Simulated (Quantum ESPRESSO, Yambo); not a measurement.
# CuI (Marshite): G0W0 on several meshes in Yambo, part 2 of 2

How does the mesh move the gap of CuI (Marshite)?

Quantum ESPRESSO 7.5 and Yambo 5.3.0; PBE and many-body steps on it, plane waves. Known limits of the many-body steps: not at the basis limit; d shell near the gap, gap tends to lie low; no spin-orbit coupling; coarse k mesh.

So far. Step 4 (4×4×4): The gap on the mesh goes from 1.10 eV to 1.56 eV, a correction of +0.47 eV. Step 5 (Empty states on the mesh, 2×2×2 mesh, 225 bands): On this mesh the gap is 1.096 eV.

The database entry behind the starting cell differs from later determinations by our own check (about 0.15 % long (mineral sample)), so it need not match the best structure at ambient conditions.

In doubt: a PseudoDojo file used here is known to give poor structures and forces, which bears on pressures, cells, forces and phonons.

## Step 6: Conversion and set-up

This step: Yambo 5.3.0; conversion and set-up on PBE, plane waves, norm-conserving pseudopotentials.

Command:

```
(cd o/x.save; p2y > p2y.log; mv SAVE ../..); yambo > setup.log
```

Log:

```text
 Yambo, version 5.3.0

 [02] CORE Variables Setup
 =========================

  [02.01] Unit cells
  ==================

  Cell kind             :  FCC
  Atoms in the cell     :  Cu  I
  number of Cu atoms    :  1
  number of I  atoms    :  1

  List of atomic masses
  Mass of Cu    :  63.54600
  Mass of I     :  126.9000

  List of atomic coordinates    : [cc]
  Cu1       :  2.864352  2.864352  2.864352  order 1
  I1       :  0.000000  0.000000  0.000000  order 2

  Alat factors          :  5.728705  5.728705  5.728705 [a.u.]
  Direct lattice volume :  376.0099 [a.u.]
[...]
0.000000  0.000000  0.000000  0.000000  0.000000  0.000000  0.000000  0.000000

 [03] Transferred momenta grid and indexing
 ==========================================

 IBZ Q-points                                      :  3
 BZ  Q-points                                      :   8

 K/Q-points units:
 rlu = crystal or reduced units; cc = cartesian coordinates; iku = interal k-units

 Q [1]          [rlu]:  0.000000  0.000000  0.000000
 Q [2]          [rlu]: -0.85536E-17 -0.85536E-17 -0.50000
 Q [3]          [rlu]: -0.72444E-17 -0.50000     -0.50000

  [03.01] X indexes
  =================

   [03.01.01] Sigma indexes
   ========================

 [06] Game Over & Game summary
```

Run time: 4.3 s. Hardware: 1 MPI rank of Intel Xeon Platinum 8259CL at 2.50GHz (Skylake/Cascade Lake), shared host; peak memory 0.25 GiB.

## Step 7: 2×2×2

This step: G0W0 on PBE, plane waves, norm-conserving pseudopotentials.

File gw11.in:

```
HF_and_locXC
gw0
dyson
ppa
em1d
rim_cut
RandQpts= 1000000
RandGvec= 1 RL
EXXRLvcs= 84 Ry
VXCRLvcs= 336 Ry
Chimod= "HARTREE"
% BndsRnXp
 1 | 225 |
%
NGsBlkXp= 17 Ry
% LongDrXp
 1 | 1 | 1 |
%
% GbndRnge
 1 | 225 |
%
DysSolver= "n"
ExtendOut
PPAPntXp= 27.21138 eV
% QPkrange
 1 | 1 | 21 | 24 |
%
```

Command:

```
OMP_NUM_THREADS=1 mpirun -n 4 yambo -F gw11.in -J gw11 -C gw11 > gw11.log
```

Log:

```text
 Yambo, version 5.3.0

 [02] CORE Variables Setup
 =========================

  [... cell, symmetries and grids as in the set-up ...]

  [02.05] Energies & Occupations
  ==============================

  [X] === General ===
  [X] Electronic Temperature                        :  0.000000  0.000000 [eV K]
  [X] Bosonic    Temperature                        :  0.000000  0.000000 [eV K]
  [X] Finite Temperature mode                       : no
  [X] El. density                                   :  0.78968E+24 [cm-3]
  [X] Fermi Level                                   :  9.159113 [eV]

  [X] === Gaps and Widths ===
  [X] Conduction Band Min                           :  1.096441 [eV]
  [X] Valence Band Max                              :  0.000000 [eV]
  [X] Filled Bands                                  :  22
  [X] Empty Bands                                   :   23  225
  [X] Direct Gap                                    :  1.096441 [eV]
  [X] Direct Gap localized at k                     :  1
  [X] Indirect Gap                                  :  1.096441 [eV]
  [X] Indirect Gap between kpts                     :  1  1
  [X] Last valence band width                       :  1.487453 [eV]
  [X] 1st conduction band width                     :  1.606523 [eV]

 [03] Transferred momenta grid and indexing
 ==========================================

 IBZ Q-points                                      :  3
 BZ  Q-points                                      :   8

 K/Q-points units:
 rlu = crystal or reduced units; cc = cartesian coordinates; iku = interal k-units

 Q [1]          [rlu]:  0.000000  0.000000  0.000000
 Q [2]          [rlu]: -0.85536E-17 -0.85536E-17 -0.50000
 Q [3]          [rlu]: -0.72444E-17 -0.50000     -0.50000

 [04] Coloumb potential Random Integration (RIM)
[...]
================================================

 [VXC] Plane waves :   39189
 [EXS] Plane waves :   4957

 QP @ state[ 1 ] K range:  1  1
 QP @ state[ 1 ] b range:  21  24

 [xc] Functional : Perdew, Burke & Ernzerhof(X)+Perdew, Burke & Ernzerhof(C)
 [xc] LIBXC used to calculate xc functional
  PP Number of Atomic Species                      :  2
  NLCC RL compoments                               :   39189
  PP Number of Atomic Species                      :  2
  NLCC RL compoments                               :   39189

 [xc] E_xc :  -39.57940 [Ha]
      E_xc :  -79.15881 [Ry]

  Local XC kind (lXC) : Perdew, Burke & Ernzerhof(X)+Perdew, Burke & Ernzerhof(C)
  Non-Local XC kind (nlXC) : Hartree-Fock

  Corrections @ K [1] :  [eV]
 <21|nlXC|21> = -31.08732  0.23148E-17 <21|lXC|21> = -25.77784 -0.94408E-16
 <22|nlXC|22> = -31.08732 -0.16841E-16 <22|lXC|22> = -25.77784  0.000000
 <23|nlXC|23> = -6.497829  0.44339E-17 <23|lXC|23> = -11.31166  0.000000
 <24|nlXC|24> = -5.738440 -0.41979E-17 <24|lXC|24> = -10.48854  0.75527E-15

 [08] Dyson equation: Newton solver
 ==================================

  [08.01] G0W0 (W PPA)
  ====================

  [  GW  ] Bands range     :    1  225
  [GW/PPA] G damping       :  0.100000 [eV]

  QP @ state[ 1 ] K range:  1  1
  QP @ state[ 1 ] b range:  21  24

   Sc/G bands                                       :    1  225
   Sc/G damping                                     :  0.100000 ev
   Sc bands terminator                              : no
   Sx RL components                                 :   4957

   QP @ state[ 1 ] K range                          :  1  1
   QP @ state[ 1 ] b range                          :  21  24
   GF energies kind                                 : Perdew, Burke & Ernzerhof(X)+Perdew, Burke & Ernzerhof(C)
   GF WF`s kind                                     : Perdew, Burke & Ernzerhof(X)+Perdew, Burke & Ernzerhof(C)
   Xs energies kind                                 : Perdew, Burke & Ernzerhof(X)+Perdew, Burke & Ernzerhof(C)
   Xs WF`s kind                                     : Perdew, Burke & Ernzerhof(X)+Perdew, Burke & Ernzerhof(C)

 [11] Game Over & Game summary
```

Wall time 1.8 min (4 MPI ranks); peak memory 1.5 GiB.

Numbers from this step:

* G0W0 gap on the points computed: 1.192 eV
* starting gap on the mesh: 1.096 eV
* k of the valence top: 0, 0, 0
* k of the conduction bottom: 0, 0, 0
* least direct G0W0 gap on the computed points: 1.192 eV
* Z at the valence top: 0.7511
* Z at the conduction bottom: 0.8077

Against G0W0 in Yambo (4×4×4 mesh, 225 bands, screening to 231.3 eV, Godby-Needs plasmon pole), the gap moves by −0.371 eV.

## Step 8: Side by side

Times are wall times on 4 MPI ranks of Intel Xeon Platinum 8259CL at 2.50GHz (Skylake/Cascade Lake), shared host, good to a factor of about two.

| run | mesh | bands | screening cutoff (eV) | DFT gap (eV) | gap on the mesh (eV) | direct (eV) | time |
| --- | --- | --- | --- | --- | --- | --- | --- |
| 4×4×4 | 4×4×4 | 225 | 231.3 | 1.096 | 1.563 | 1.563 | 24 min |
| 2×2×2 | 2×2×2 | 225 | 231.3 | 1.096 | 1.192 | 1.192 | 1.8 min |

## Step 9: What came out

- 4×4×4: 1.563 eV
- 2×2×2: 1.192 eV
- known limits: not at the basis limit; d shell near the gap, gap tends to lie low; no spin-orbit coupling; coarse k mesh

**Reading.** 2×2×2: −0.371 eV against 4×4×4. Bands and cutoff are finite, so the gap is not at the basis limit. The miss can reach some tenths of an eV and take either sign; the mesh is an error of its own. In the G0W0 runs levels were corrected at 1 k point alone, so a gap called «on the mesh» is the least over those, and an edge elsewhere would be missed. Mesh or cutoff lie under what a gap needs, so these runs test behaviour and cost; their gaps are not to be quoted. A d shell, filled or nearly so, lies near the gap. One-shot GW converges very slowly in bands there, not always from below, and on a semilocal start the gap tends to come out low; starts rich in exact exchange can overshoot instead. The many-body steps are scalar-relativistic: spin-orbit coupling is not in them.

[Paths, hosts, dates, memory and timing lines, banners, echoed tables and standing remarks are left out of the program output.]

[Logs are printed without paths, hosts, clocks, repeated set-up lines and the standing remarks that a program may print on its own settings, such as how far it seeks lower states.]

[Runs of the session that timed out or met a known fault of the program may be left out.]

[Hosts, paths, dates, database ids (printed as entryN), source tags and the programs' standing remarks are cut or masked in the printed files.]
